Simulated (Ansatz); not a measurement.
**Ti3SiC2: energies, forces and stress near the listed structure**

Method: DFT r2SCAN, scalar-relativistic, plane waves, PAW, in Ansatz 0.2.0.

## (1) The system as given

The structure is hexagonal, space group P6_3/mmc (No. 194). Conventional cell: a = 3.058 Å, b = 3.058 Å, c = 17.623 Å, α = 90.00°, β = 90.00°, γ = 120.00°. Around Ti (site symmetry -3m) lie 6 C at 2.18 Å. Around Ti (site symmetry 3m) lie 3 C at 2.09 Å and 3 Si at 2.68 Å. Si (site symmetry -6m2) is surrounded by 6 Ti at 2.68 Å. C (site symmetry 3m) is surrounded by 6 Ti at 2.09 to 2.18 Å.

As a file:

```cif
data_structure
_symmetry_space_group_name_H-M 'P 1'
_symmetry_Int_Tables_number 1
_cell_length_a 3.0575
_cell_length_b 3.0575
_cell_length_c 17.6235
_cell_angle_alpha 90.000
_cell_angle_beta 90.000
_cell_angle_gamma 120.000
_cell_volume 142.68
loop_
_atom_site_label
_atom_site_type_symbol
_atom_site_fract_x
_atom_site_fract_y
_atom_site_fract_z
_atom_site_occupancy
Ti1 Ti 0.00000 0.00000 0.00000 1
Ti2 Ti 0.00000 0.00000 0.50000 1
Ti3 Ti 0.66667 0.33333 0.13550 1
Ti4 Ti 0.33333 0.66667 0.63550 1
Ti5 Ti 0.66667 0.33333 0.36450 1
Ti6 Ti 0.33333 0.66667 0.86450 1
Si1 Si 0.00000 0.00000 0.25000 1
Si2 Si 0.00000 0.00000 0.75000 1
C1 C 0.33333 0.66667 0.07220 1
C2 C 0.66667 0.33333 0.57220 1
C3 C 0.33333 0.66667 0.42780 1
C4 C 0.66667 0.33333 0.92780 1
```

The structure comes from the Crystallography Open Database.

## (2) A distortion that keeps the symmetry

Against the listed cell: strain xx, yy, zz, yz, xz, xy = -1.9, -1.9, -3.4, +0.0, +0.0, +0.0 %; atoms moved by 0.10 Å root mean square, at most 0.17 Å.

File input.yaml:

```yaml
crystal:
  lattice:
    - [2.9995298, 0.0, 0.0]
    - [-1.4997649, 2.5976690062, 0.0]
    - [0.0, 0.0, 17.02500594]
  atoms:
    - { symbol: Ti, position: [0.0, 0.0, 0.0] }
    - { symbol: Ti, position: [0.0, 0.0, 0.5] }
    - { symbol: Ti, position: [0.6666666667, 0.3333333333, 0.1256860552] }
    - { symbol: Ti, position: [0.3333333333, 0.6666666667, 0.6256860552] }
    - { symbol: Ti, position: [0.6666666667, 0.3333333333, 0.3743139448] }
    - { symbol: Ti, position: [0.3333333333, 0.6666666667, 0.8743139448] }
    - { symbol: Si, position: [0.0, 0.0, 0.25] }
    - { symbol: Si, position: [0.0, 0.0, 0.75] }
    - { symbol: C, position: [0.3333333333, 0.6666666667, 0.0727268276] }
    - { symbol: C, position: [0.6666666667, 0.3333333333, 0.5727268276] }
    - { symbol: C, position: [0.3333333333, 0.6666666667, 0.4272731724] }
    - { symbol: C, position: [0.6666666667, 0.3333333333, 0.9272731724] }
basis:
  ecutwfc: 500
kpoints:
  mp_grid: { grid: [12, 12, 2] }
hamiltonian:
  xc: r2scan
scf:
  occupations: { method: gaussian, width: 0.1 }
output:
  forces: true
  stress: true
  eigenvalues: true
```

Started as:

```
> ansatz run input.yaml --threads 4 --pin off --max-ram 11264MiB --backend cpu --events-out ev --progress --plain --runs-dir out
```

Q: Estimate wall time and peak memory on 4 threads of Intel Xeon Platinum 8559C (Emerald Rapids), shared host.

About 5.2 s, with a peak of 1.1 GiB.
